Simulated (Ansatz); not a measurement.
Input and command of a plane-wave DFT calculation in Ansatz:

```yaml
crystal:
  lattice:
    - [0.0, 2.6563696573, 2.6563696573]
    - [2.6563696573, 0.0, 2.6563696573]
    - [2.6563696573, 2.6563696573, 0.0]
  atoms:
    - { symbol: Al, position: [0.0, 0.0, 0.0] }
    - { symbol: P, position: [0.75, 0.75, 0.75] }
basis:
  ecutwfc: 420
kpoints:
  mp_grid: { grid: [10, 10, 10] }
hamiltonian:
  xc: lda
scf:
  occupations: { method: fixed }
output:
  forces: true
  stress: true
  eigenvalues: true
relax:
  adjacent_minimum: "off"
  f_tol: 0.001
  max_steps: 60
  cell: { stress_tol: 0.02, p_target: 7.0 }
```

```bash
ansatz run input.yaml --threads 1 --pin off --max-ram 3072MiB --backend cpu --events-out ev --progress --plain --runs-dir out
```

Processor: Intel(R) Xeon(R) Processor @ 2.70GHz, 1 thread, on a host shared with other jobs.

Q: How long does it run, and how much memory does it take?

A: About 5.8 s on 1 thread of Intel(R) Xeon(R) Processor @ 2.70GHz (shared host), peak memory 0.32 GiB. It solves 8 bands at 47 k points (the mesh reduced by the symmetry that the task leaves, which can be less than the crystal's) with about 725 plane waves (on the last cell), in 10 SCF iterations over 2 ionic steps.
